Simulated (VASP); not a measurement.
Wanted: the native input for a VASP 6.6.1 run.

- Task: single point
- Functional: PBE
- Potentials or basis: VASP PAW PBE potentials, release 64 (Cd)
- Cutoff: 520 eV
- k mesh: 16 × 16 × 16
- Occupations: gaussian, width 0.05 eV
- Spin: no spin polarisation
- Dipole correction: no
- Further INCAR settings: ALGO = Fast; EDIFF = 1e-06; NBANDS = 12

The structure of Cd lies in POSCAR:

```
Cd
1.0
    0.0000000000      2.2540096829      2.2540096829
    2.2540096829      0.0000000000      2.2540096829
    2.2540096829      2.2540096829      0.0000000000
Cd
1
Direct
    0.0000000000      0.0000000000      0.0000000000
```

The cell was built by a generator and needn't be a form met in nature.

The input as run:

INCAR

```
  ALGO = Fast
  EDIFF = 1E-6
  ENCUT = 520
  GGA = PE
  ISIF = 2
  ISMEAR = 0
  LASPH = T
  LCHARG = F
  LREAL = F
  LWAVE = F
  NBANDS = 12
  NELM = 80
  PREC = Accurate
  SIGMA = 0.05
```

KPOINTS

```
k-points
0
Gamma
  16 16 16
```

Potentials or basis: VASP PAW PBE potentials, release 64 (Cd).

Run with:

```bash
$ cat potpaw_PBE.64/Cd/POTCAR > POTCAR
$ mpirun -np 1 vasp_std > vasp.out
```

It gave:

```yaml
Pressure: 0.3 GPa
Band_gap_on_the_k_mesh: none (metal or under the smearing width)
```

Run time: 16 s on 1 thread of Intel(R) Xeon(R) Platinum 8488C (Sapphire Rapids) (shared host), peak memory 0.16 GiB.
